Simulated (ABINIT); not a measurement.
# Quasiparticle gap of LiH (Fm-3m) in ABINIT

Wanted: ground state, empty states, screening and self-energy for LiH (Fm-3m).

Main program and level: ABINIT 10.8.3; PBE and many-body steps on it, plane waves.

The database entry behind the starting cell differs from later determinations by our own check (the deuteride, about 0.2 % short), so it need not match the best structure at ambient conditions.

## Step 1: Starting point

Symmetry: Fm-3m, No. 225, cubic system. The conventional cell has a = 4.074 Å, b = 4.074 Å, c = 4.074 Å, α = 90.00°, β = 90.00°, γ = 90.00°. Li has 6 H at 2.04 Å nearest. Nearest to H lie 6 Li at 2.04 Å. Farther neighbours are not listed.

The cell and positions come from the Crystallography Open Database and are kept as given unless a step says otherwise.

## Step 2: Ground state

This step: ABINIT 10.8.3; DFT, PBE, plane waves, norm-conserving pseudopotentials.

The ground-state density comes first.

Contents of run.abi:

```
acell 3*1.0 Angstrom
rprim 
  0.000000000000 2.036750000000 2.036750000000
  2.036750000000 -0.000000000000 2.036750000000
  2.036750000000 2.036750000000 -0.000000000000
ntypat 2
znucl 3 1
natom 2
typat 1 2
xred 
  0.000000000000 0.000000000000 0.000000000000
  0.500000000000 0.500000000000 0.500000000000
pp_dirpath "pseudos"
pseudos "Li.upf, H.upf"
ecut 33
ngkpt 8 8 8
nshiftk 1
shiftk 0 0 0
kptopt 1
chksymbreak 0
nband 7
occopt 1
tolvrs 1e-10
nstep 60
prtwf 0
optforces 0
optstress 0
indata_prefix "in"
outdata_prefix "out"
tmpdata_prefix "tmp"
```

On the command line:

```console
> OMP_NUM_THREADS=1 mpirun -n 4 abinit run.abi > log
```

Numbers of over 12 decimals in the logs are rounded to 6 here.

Output:

```text
.Version 10.8.3 of ABINIT. v10.8.2 released Aug 2026.

 Symmetries : space group Fm -3 m (#225); Bravais cF (face-center cubic)
================================================================================
 Values of the parameters that define the memory need of the present run
     intxc =       0    ionmov =       0      iscf =       7    lmnmax =       4
     lnmax =       4     mgfft =      30  mpssoang =       2    mqgrid =    3001
     natom =       2  nloc_mem =       1    nspden =       1   nspinor =       1
    nsppol =       1      nsym =      48    n1xccc =       0    ntypat =       2
    occopt =       1   xclevel =       2
-    mband =           7        mffmem =           1         mkmem =           8
       mpw =        1042          nfft =       27000          nkpt =          29
================================================================================
  Rough estimation (10% accuracy) of disk space for files :
================================================================================

--------------------------------------------------------------------------------
------------- Echo of variables that govern the present computation ------------
--------------------------------------------------------------------------------
 -outvars: echo values of preprocessed input variables --------
            acell      1.8897261259E+00  1.8897261259E+00  1.8897261259E+00 Bohr

      chksymbreak           0
             ecut      3.30000000E+01 Hartree
-          fftalg         312

              ixc     -101130
              kpt      0.00000000E+00  0.00000000E+00  0.00000000E+00
                       1.25000000E-01  0.00000000E+00  0.00000000E+00
                       2.50000000E-01  0.00000000E+00  0.00000000E+00
                       3.75000000E-01  0.00000000E+00  0.00000000E+00
                       5.00000000E-01  0.00000000E+00  0.00000000E+00
                       1.25000000E-01  1.25000000E-01  0.00000000E+00
                       2.50000000E-01  1.25000000E-01  0.00000000E+00
                       3.75000000E-01  1.25000000E-01  0.00000000E+00
                       5.00000000E-01  1.25000000E-01  0.00000000E+00
   [... 18 further rows ...]
                      -3.75000000E-01  5.00000000E-01  1.25000000E-01
                      -2.50000000E-01  5.00000000E-01  2.50000000E-01
         kptrlatt        8    0    0      0    8    0      0    0    8
          kptrlen      4.35453291E+01
P           mkmem           8
            natom           2
            nband           7
            ngfft          30      30      30
             nkpt          29
            nstep          60
             nsym          48
           ntypat           2
              occ      2.000000  2.000000  0.000000  0.000000  0.000000  0.000000
                       0.000000
        optforces           0
        optstress           0
            prtwf           0
            rprim      0.0000000000E+00  2.0367500000E+00  2.0367500000E+00
[...]
spgroup         225

           tolvrs      1.00000000E-10

             xred      0.0000000000E+00  0.0000000000E+00  0.0000000000E+00
[...]
znucl        3.00000    1.00000

================================================================================

 chkinp: Checking input parameters for consistency.

================================================================================
== DATASET  1 ==================================================================
-   mpi_nproc: 4, omp_nthreads: 1 (-1 if OMP is not activated)

--- !DatasetInfo
iteration_state: {dtset: 1, }
dimensions: {natom: 2, nkpt: 29, mband: 7, nsppol: 1, nspinor: 1, nspden: 1, mpw: 1042, }
cutoff_energies: {ecut:  33.0, pawecutdg:  -1.0, }
electrons: {nelect:   4.00000000E+00, charge:   0.00000000E+00, occopt:   1.00000000E+00, tsmear:   1.00000000E-02, }

 Real(R)+Recip(G) space primitive vectors, cartesian coordinates (Bohr,Bohr^-1):
 R(1)=  0.0000000  3.8488997  3.8488997  G(1)= -0.1299073  0.1299073  0.1299073
 R(2)=  3.8488997  0.0000000  3.8488997  G(2)=  0.1299073 -0.1299073  0.1299073
 R(3)=  3.8488997  3.8488997  0.0000000  G(3)=  0.1299073  0.1299073 -0.1299073
 Unit cell volume ucvol=  1.1403542E+02 bohr^3
 Angles (23,13,12)=  6.00000000E+01  6.00000000E+01  6.00000000E+01 degrees

 getcut: wavevector=  0.0000  0.0000  0.0000  ngfft=  30  30  30
         ecut(hartree)=     33.000   => boxcut(ratio)=   2.13368

--- Pseudopotential description ------------------------------------------------
- Li Generated using ONCVPSP code by D. R. Hamann
-  3.00000   3.00000  171031                  znucl, zion, pspdat
12 -101130 1 -1 1944                          pspcod,pspxc,lmax,lloc,mmax
     nproj     2     2
  pspatm : epsatm=    2.74360059
         --- l  ekb(1:nproj) -->
[...]
pspatm: atomic psp has been read  and splines computed

- H Generated using ONCVPSP code by D. R. Hamann
-  1.00000   1.00000  171031                  znucl, zion, pspdat
12 -101130 1 -1 1166                          pspcod,pspxc,lmax,lloc,mmax
     nproj     2     1
  pspatm : epsatm=    0.36186929
         --- l  ekb(1:nproj) -->
             0   -1.701123   -0.534484
             1   -0.503321
 pspatm: atomic psp has been read  and splines computed

   1.24218795E+01                                ecore*ucvol(ha*bohr**3)
--------------------------------------------------------------------------------

_setup2: Arith. and geom. avg. npw (full set) are    1032.553    1032.522

================================================================================

--- !BeginCycle
iteration_state: {dtset: 1, }
solver: {iscf: 7, nstep: 60, nline: 4, wfoptalg: 0, }
tolerances: {tolvrs: 1.00E-10, }

     iter   Etot(hartree)      deltaE(h)  residm     vres2
 ETOT  1  -7.811692    -7.812E+00 6.179E-02 2.587E+01
 ETOT  2  -7.817687    -5.995E-03 2.470E-04 4.040E-01
 ETOT  3  -7.817700    -1.248E-05 1.186E-04 6.596E-03
 ETOT  4  -7.817700    -1.199E-07 2.107E-04 1.152E-04
 ETOT  5  -7.817700    -3.355E-09 9.743E-05 1.581E-07
 ETOT  6  -7.817700    -7.541E-12 9.509E-05 2.306E-09
 ETOT  7  -7.817700    -1.421E-14 3.678E-05 2.465E-11

 At SCF step    7       vres2   =  2.47E-11 < tolvrs=  1.00E-10 =>converged.

--- !ResultsGS
iteration_state: {dtset: 1, }
comment   : Summary of ground state results
lattice_vectors:
- [  0.0000000,   3.8488997,   3.8488997, ]
- [  3.8488997,  -0.0000000,   3.8488997, ]
- [  3.8488997,   3.8488997,  -0.0000000, ]
lattice_lengths: [   5.44317,    5.44317,    5.44317, ]
lattice_angles: [ 60.000,  60.000,  60.000, ] # degrees, (23, 13, 12)
lattice_volume:   1.1403542E+02
convergence: {deltae: -1.421E-14, res2:  2.465E-11, residm:  3.678E-05, diffor:  0.000E+00, }
etotal    :  -7.81769999E+00
entropy   :   0.00000000E+00
fermie    :  -1.27892219E-02
cartesian_stress_tensor: null
pressure_GPa: null
xred      :
- [  0.0000E+00,   0.0000E+00,   0.0000E+00, Li]
- [  5.0000E-01,   5.0000E-01,   5.0000E-01,  H]
cartesian_forces: null
force_length_stats: {min: null, max: null, mean: null, }

 Integrated electronic density in atomic spheres:
 ------------------------------------------------
 Atom  Sphere_radius  Integrated_density
    1        2.00000          2.24993717
    2        2.00000          1.27207296
================================================================================

 ----iterations are completed or convergence reached----

 Mean square residual over all n,k,spin=   27.132E-08; max=  36.778E-06
 reduced coordinates (array xred) for    2 atoms
       0.000000000000      0.000000000000      0.000000000000
       0.500000000000      0.500000000000      0.500000000000
 rms dE/dt=  0.0000E+00; max dE/dt=  0.0000E+00; dE/dt below (all hartree)
    1       0.000000000000      0.000000000000      0.000000000000
    2       0.000000000000      0.000000000000      0.000000000000

 cartesian coordinates (angstrom) at end:
    1      0.000000     0.000000     0.000000
    2      2.036750     2.036750     2.036750
 length scales=  1.889726125908  1.889726125908  1.889726125908 bohr
              =  1.000000000000  1.000000000000  1.000000000000 angstroms
 prteigrs : about to open file out_EIG
 Fermi (or HOMO) energy (hartree) =  -0.01279   Average Vxc (hartree)=  -0.30380
 Eigenvalues (hartree) for nkpt=  29  k points:
 kpt#   1, nband=  7, wtk=  0.00195, kpt=  0.0000  0.0000  0.0000 (reduced coord)
  -1.64081   -0.20586    0.55593    0.62682    0.62682    0.62682    0.79790
 prteigrs : prtvol=0 or 1, do not print more k-points.

--- !EnergyTerms
iteration_state     : {dtset: 1, }
comment             : Components of total free energy in Hartree
kinetic             :  5.77687050537605E+00
hartree             :  1.64440145734382E+00
xc                  : -2.05284246565356E+00
Ewald energy        : -3.40272690322020E+00
psp_core            :  1.08930009251063E-01
local_psp           : -5.17068083719169E+00
non_local_psp       : -4.72165175675936E+00
total_energy        : -7.81769999085388E+00
total_energy_eV     : -2.12730454006327E+02
band_energy         : -3.46840377958160E+00

== END DATASET(S) ==============================================================
================================================================================

 -outvars: echo values of variables after computation  --------
           etotal     -7.8176999909E+00
            nband           7
             nkpt          29
          spgroup         225
 [... the other variables as echoed above ...]

 Calculation completed.
```

Run time: 2.8 s. Hardware: 4 MPI ranks of Arm Neoverse V1, shared host; peak memory 0.07 GiB.

This step gave:

| Item | Value |
| --- | --- |
| total energy | -212.7305 eV |
| gap | 3.022 eV |
| k of the valence top | 0.5, 0.5, 0 |
| k of the conduction bottom | 0.5, 0.5, 0 |
| least direct gap | 3.022 eV |

The gap is direct, at (0.500, 0.500, 0.000).

## Step 3: Bands along the symmetry lines

The cheap functional maps the bands first; the places of the edges decide which points the dearer methods must see.

Contents of run.abi:

```
acell 3*1.0 Angstrom
rprim 
  0.000000000000 2.036750000000 2.036750000000
  2.036750000000 -0.000000000000 2.036750000000
  2.036750000000 2.036750000000 -0.000000000000
ntypat 2
znucl 3 1
natom 2
typat 1 2
xred 
  0.000000000000 0.000000000000 0.000000000000
  0.500000000000 0.500000000000 0.500000000000
pp_dirpath "pseudos"
pseudos "Li.upf, H.upf"
ecut 33
iscf -2
irdden 1
kptopt 0
nkpt 50
kpt 
  0.00000000 0.00000000 0.00000000
  0.06250000 0.00000000 0.06250000
  0.12500000 0.00000000 0.12500000
  0.18750000 0.00000000 0.18750000
  0.25000000 0.00000000 0.25000000
  0.31250000 0.00000000 0.31250000
  0.37500000 0.00000000 0.37500000
  0.43750000 0.00000000 0.43750000
  0.50000000 0.00000000 0.50000000
  0.51562500 0.03125000 0.51562500
  0.53125000 0.06250000 0.53125000
  0.54687500 0.09375000 0.54687500
  0.56250000 0.12500000 0.56250000
  0.57812500 0.15625000 0.57812500
  0.59375000 0.18750000 0.59375000
  0.60937500 0.21875000 0.60937500
  0.62500000 0.25000000 0.62500000
  0.37500000 0.37500000 0.75000000
  0.32812500 0.32812500 0.65625000
  0.28125000 0.28125000 0.56250000
  0.23437500 0.23437500 0.46875000
  0.18750000 0.18750000 0.37500000
  0.14062500 0.14062500 0.28125000
  0.09375000 0.09375000 0.18750000
  0.04687500 0.04687500 0.09375000
  0.00000000 0.00000000 0.00000000
  0.06250000 0.06250000 0.06250000
  0.12500000 0.12500000 0.12500000
  0.18750000 0.18750000 0.18750000
  0.25000000 0.25000000 0.25000000
  0.31250000 0.31250000 0.31250000
  0.37500000 0.37500000 0.37500000
  0.43750000 0.43750000 0.43750000
  0.50000000 0.50000000 0.50000000
  0.50000000 0.46875000 0.53125000
  0.50000000 0.43750000 0.56250000
  0.50000000 0.40625000 0.59375000
  0.50000000 0.37500000 0.62500000
  0.50000000 0.34375000 0.65625000
  0.50000000 0.31250000 0.68750000
  0.50000000 0.28125000 0.71875000
  0.50000000 0.25000000 0.75000000
  0.50000000 0.21875000 0.71875000
  0.50000000 0.18750000 0.68750000
  0.50000000 0.15625000 0.65625000
  0.50000000 0.12500000 0.62500000
  0.50000000 0.09375000 0.59375000
  0.50000000 0.06250000 0.56250000
  0.50000000 0.03125000 0.53125000
  0.50000000 0.00000000 0.50000000
istwfk *1
nband 9
nbdbuf 2
tolwfr 1e-08
nstep 40
prtwf 0
prtvol 0
indata_prefix "in"
outdata_prefix "out"
tmpdata_prefix "tmp"
```

Output:

```text
.Version 10.8.3 of ABINIT. v10.8.2 released Aug 2026.

 Symmetries : space group Fm -3 m (#225); Bravais cF (face-center cubic)
[... echo of the input left out ...]
== DATASET  1 ==================================================================
-   mpi_nproc: 4, omp_nthreads: 1 (-1 if OMP is not activated)

--- !DatasetInfo
iteration_state: {dtset: 1, }
dimensions: {natom: 2, nkpt: 50, mband: 9, nsppol: 1, nspinor: 1, nspden: 1, mpw: 1056, }
cutoff_energies: {ecut:  33.0, pawecutdg:  -1.0, }
electrons: {nelect:   4.00000000E+00, charge:   0.00000000E+00, occopt:   1.00000000E+00, tsmear:   1.00000000E-02, }

 Real(R)+Recip(G) space primitive vectors, cartesian coordinates (Bohr,Bohr^-1):
 R(1)=  0.0000000  3.8488997  3.8488997  G(1)= -0.1299073  0.1299073  0.1299073
 R(2)=  3.8488997  0.0000000  3.8488997  G(2)=  0.1299073 -0.1299073  0.1299073
 R(3)=  3.8488997  3.8488997  0.0000000  G(3)=  0.1299073  0.1299073 -0.1299073
 Unit cell volume ucvol=  1.1403542E+02 bohr^3
 Angles (23,13,12)=  6.00000000E+01  6.00000000E+01  6.00000000E+01 degrees

 getcut: wavevector=  0.0000  0.0000  0.0000  ngfft=  30  30  30
         ecut(hartree)=     33.000   => boxcut(ratio)=   2.13368

--- Pseudopotential description ------------------------------------------------
- Li Generated using ONCVPSP code by D. R. Hamann
-  3.00000   3.00000  171031                  znucl, zion, pspdat
12 -101130 1 -1 1944                          pspcod,pspxc,lmax,lloc,mmax
     nproj     2     2
  pspatm : epsatm=    2.74360059
         --- l  ekb(1:nproj) -->
             0   -4.951544   -1.544797
             1   -2.250661   -0.474685
 pspatm: atomic psp has been read  and splines computed

- H Generated using ONCVPSP code by D. R. Hamann
-  1.00000   1.00000  171031                  znucl, zion, pspdat
12 -101130 1 -1 1166                          pspcod,pspxc,lmax,lloc,mmax
     nproj     2     1
  pspatm : epsatm=    0.36186929
         --- l  ekb(1:nproj) -->
             0   -1.701123   -0.534484
             1   -0.503321
 pspatm: atomic psp has been read  and splines computed

--------------------------------------------------------------------------------

================================================================================
 prteigrs : about to open file out_EIG
 Non-SCF case, kpt    1 (  0.00000  0.00000  0.00000), residuals and eigenvalues=
  1.04E-09  5.73E-09  1.06E-09  9.15E-09  1.08E-09  6.52E-09  3.73E-09  6.83E-07
  9.41E-08
 -1.6408E+00 -2.0586E-01  5.5593E-01  6.2682E-01  6.2682E-01  6.2682E-01
[...]
Non-SCF case, kpt    2 (  0.06250  0.00000  0.06250), residuals and eigenvalues=
  4.88E-09  5.09E-09  3.30E-09  6.01E-10  5.35E-10  9.11E-10  8.80E-09  1.05E-07
  1.20E-07
 -1.6407E+00 -2.0249E-01  5.3564E-01  5.9928E-01  5.9928E-01  6.4245E-01
[...]
Non-SCF case, kpt    3 (  0.12500  0.00000  0.12500), residuals and eigenvalues=
  3.91E-09  2.31E-09  2.95E-09  8.49E-10  2.84E-09  5.00E-09  1.54E-09  2.70E-06
  8.58E-09
 -1.6405E+00 -1.9235E-01  4.9312E-01  5.4826E-01  5.4826E-01  6.5630E-01
[...]
Non-SCF case, kpt   49 (  0.50000  0.03125  0.53125), residuals and eigenvalues=
[...]
-1.6390E+00 -1.3086E-02  9.9547E-02  3.6416E-01  3.7742E-01  5.0546E-01
[...]
Non-SCF case, kpt   50 (  0.50000  0.00000  0.50000), residuals and eigenvalues=
[...]
-1.6390E+00 -1.2789E-02  9.8269E-02  3.7629E-01  3.7629E-01  4.9077E-01
[...]
--- !ResultsGS
iteration_state: {dtset: 1, }
comment   : Summary of ground state results
lattice_vectors:
- [  0.0000000,   3.8488997,   3.8488997, ]
- [  3.8488997,  -0.0000000,   3.8488997, ]
- [  3.8488997,   3.8488997,  -0.0000000, ]
lattice_lengths: [   5.44317,    5.44317,    5.44317, ]
lattice_angles: [ 60.000,  60.000,  60.000, ] # degrees, (23, 13, 12)
lattice_volume:   1.1403542E+02
convergence: {deltae:  0.000E+00, res2:  0.000E+00, residm:  9.990E-09, diffor:  0.000E+00, }
etotal    :  -7.81769999E+00
entropy   :   0.00000000E+00
fermie    :  -1.27892219E-02
cartesian_stress_tensor: null
pressure_GPa: null
xred      :
- [  0.0000E+00,   0.0000E+00,   0.0000E+00, Li]
- [  5.0000E-01,   5.0000E-01,   5.0000E-01,  H]
cartesian_forces: null
force_length_stats: {min: null, max: null, mean: null, }

 Integrated electronic density in atomic spheres:
 ------------------------------------------------
 Atom  Sphere_radius  Integrated_density
[...]
================================================================================

 ----iterations are completed or convergence reached----

 Mean square residual over all n,k,spin=   29.651E-10; max=  99.900E-10
 reduced coordinates (array xred) for    2 atoms
       0.000000000000      0.000000000000      0.000000000000
       0.500000000000      0.500000000000      0.500000000000

 cartesian coordinates (angstrom) at end:
    1      0.000000     0.000000     0.000000
    2      2.036750     2.036750     2.036750
 length scales=  1.889726125908  1.889726125908  1.889726125908 bohr
              =  1.000000000000  1.000000000000  1.000000000000 angstroms
 prteigrs : about to open file out_EIG
 Eigenvalues (hartree) for nkpt=  50  k points:
 kpt#   1, nband=  9, wtk=  1.00000, kpt=  0.0000  0.0000  0.0000 (reduced coord)
[...]
kpt#   2, nband=  9, wtk=  1.00000, kpt=  0.0625  0.0000  0.0625 (reduced coord)
[...]
kpt#   3, nband=  9, wtk=  1.00000, kpt=  0.1250  0.0000  0.1250 (reduced coord)
[...]
kpt#  49, nband=  9, wtk=  1.00000, kpt=  0.5000  0.0313  0.5313 (reduced coord)
  -1.63896   -0.01309    0.09955    0.36416    0.37742    0.50546    0.59859    1.20315
   1.22809
 kpt#  50, nband=  9, wtk=  1.00000, kpt=  0.5000  0.0000  0.5000 (reduced coord)
  -1.63897   -0.01279    0.09827    0.37629    0.37629    0.49077    0.59808    1.22697
   1.22753

== END DATASET(S) ==============================================================
================================================================================

 -outvars: echo values of variables after computation  --------
            nband           9
             nkpt          50
          spgroup         225
 [... the other variables as echoed above ...]

 Calculation completed.
```

Run time: 2.6 s. Hardware: 4 MPI ranks; peak memory 0.07 GiB.

This step gave:

```yaml
gap: 3.022 eV
k_of_the_valence_top: 0.5, 0, 0.5
k_of_the_conduction_bottom: 0.5, 0, 0.5
least_direct_gap: 3.022 eV
```

The gap is 3.022 eV, as in the run before at this level.

Electronic bands along the path, in eV, zero at the top of the highest filled band; v1 is the highest filled band, c1 the lowest empty one:

```tsv
point	v2	v1	c1	c2	c3	c4
Γ	-44.30	-5.25	15.48	17.40	17.40	17.40
halfway	-44.28	-3.75	10.13	12.73	12.73	15.96
X	-44.25	0.00	3.02	10.59	10.59	13.70
halfway	-44.25	-0.08	3.30	8.96	10.86	15.50
U	-44.25	-0.47	4.13	7.41	11.68	15.68
jump to K	-44.25	-0.47	4.13	7.41	11.68	15.68
halfway	-44.27	-3.67	9.75	9.89	15.65	16.99
Γ	-44.30	-5.25	15.48	17.40	17.40	17.40
halfway	-44.28	-4.21	9.46	14.60	16.21	16.21
L	-44.26	-2.49	4.80	13.25	16.07	16.07
halfway	-44.26	-1.61	5.00	8.66	12.93	15.97
W	-44.25	-0.20	5.24	5.24	11.40	17.12
halfway	-44.25	-0.10	3.58	7.93	10.99	16.83
X	-44.25	0.00	3.02	10.59	10.59	13.70
```

The electronic bands as a text plot (rows in eV, shown from -8.0 to 9.0 only):

```
    8.7 |              ++     ++                      +       +
    8.0 |       ++       +    ++             ++              +
    7.2 |                 ++++                         +
    6.5 |                   ++                 +        +   +
    5.8 |         +                                      + +
    5.1 |                  +                    +++++++++++
    4.4 |                 +                                ++
    3.7 |          ++   ++                                   +
    3.0 |            +++                                      +++
    2.3 |
    1.6 |
    0.9 |
    0.2 |            ****                                  ******
   -0.6 |          **    **                             ***
   -1.3 |                  *                          **
   -2.0 |         *         **                      **
   -2.7 |       **            **                ****
   -3.4 |                       *            ***
   -4.1 |    ***                 **         *
   -4.8 | ***                      ***   ***
   -5.5 |*                            ***
   -6.2 |
   -6.9 |
   -7.6 |
         Γ           X  U|K            Γ         L        W     X
```

[end of part 1 of 2]

[Paths, hosts, dates, memory and timing lines, banners, echoed tables and standing remarks are left out of the program output.]

[Logs are printed without paths, hosts, clocks, repeated set-up lines and the standing remarks that a program may print on its own settings, such as how far it seeks lower states.]

[Runs of the session that timed out or met a known fault of the program may be left out.]

[Hosts, paths, dates, database ids (printed as entryN), source tags and the programs' standing remarks are cut or masked in the printed files.]

[G0W0 gaps are taken among the corrected bands and points alone; a level outside them can change the order at an edge.]

[Where Ansatz stands beside ABINIT at settings called matched, ABINIT's density can come from a denser mesh and the files from another edition; pairs whose starting gaps differed by over 0.03 eV were left out, so agreement reads better than it is.]
